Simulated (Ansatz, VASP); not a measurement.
Two plane-wave programs on GePt

```
CELL_PARAMETERS angstrom
2.96273 0.00000 0.00000
0.00000 2.96273 0.00000
0.00000 0.00000 4.02774
ATOMIC_POSITIONS crystal
Ge 0.50000 0.50000 0.50000
Pt 0.00000 0.00000 0.00000
```

Change from the starting cell: species swapped into the FePt type (P4/mmm, No. 123).

Alike in both runs: task single point; functional PBE; k mesh 6 × 6 × 4; occupations gaussian, width 0.1 eV; no spin polarisation.

|  | VASP | Ansatz |
| --- | --- | --- |
| version | VASP 6.6.1 | Ansatz 0.2.0 |
| potentials or method | VASP PAW PBE potentials, release 64 (Ge_d, Pt) | scalar-relativistic, plane waves, PAW |
| plane-wave cutoff (eV) | 520 | 420 |
| valence electrons in the cell | 24 | 32 |

```tsv
	VASP	Ansatz	Ansatz less VASP
gap on the k mesh at the Fermi level (eV)	none	none	-
pressure (GPa)	-9.2	-9.1	+0.06
largest component of the traceless stress (GPa)	5.05	5.06	+0.007
```

A gap of «none» marks a metal or a gap that the smearing closes. The two sets of potentials don't hold the same shells in valence.

Caveats: the k mesh is coarse (spacing up to 0.39 Å⁻¹), so the values aren't converged. The runs have no spin-orbit coupling, so splittings on Pt are missing.
